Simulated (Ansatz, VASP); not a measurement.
## CdSe: VASP beside Ansatz

```
Cd Se
1.0
     0.00000    2.94650    2.94650
     2.94650    0.00000    2.94650
     3.02704    3.02704   -0.08054
Cd Se
1 1
Direct
  0.00000 0.00000 0.00000
  0.75000 0.75000 0.75000
```

Alike in both runs: task single point; functional PBEsol; k mesh 10 × 10 × 10; occupations gaussian, width 0.05 eV; no spin polarisation.

```csv
,VASP,Ansatz
version,VASP 6.6.1,Ansatz 0.2.0
potentials or method,"VASP PAW PBE potentials, release 64 (Cd, Se)","scalar-relativistic, plane waves, PAW"
plane-wave cutoff (eV),520,420
valence electrons in the cell,18,36
```

|  | VASP | Ansatz | Ansatz less VASP |
| --- | --- | --- | --- |
| gap on the k mesh at the Fermi level (eV) | 0.54 | 0.54 | -0.004 |
| least direct gap on the mesh (eV) | 0.54 | 0.54 | -0.004 |
| pressure (GPa) | 3.8 | 3.4 | -0.43 |
| largest component of the traceless stress (GPa) | 1.44 | 1.40 | -0.036 |
| rms of the force components (eV/Å) | 0.204 | 0.195 | -0.0084 |

Atom by atom the forces differ by 0.008 eV/Å (rms over components). The two sets of potentials don't hold the same shells in valence.

Caveats: the PAW data sets were made with another functional, which shifts forces and pressure a little (VASP).
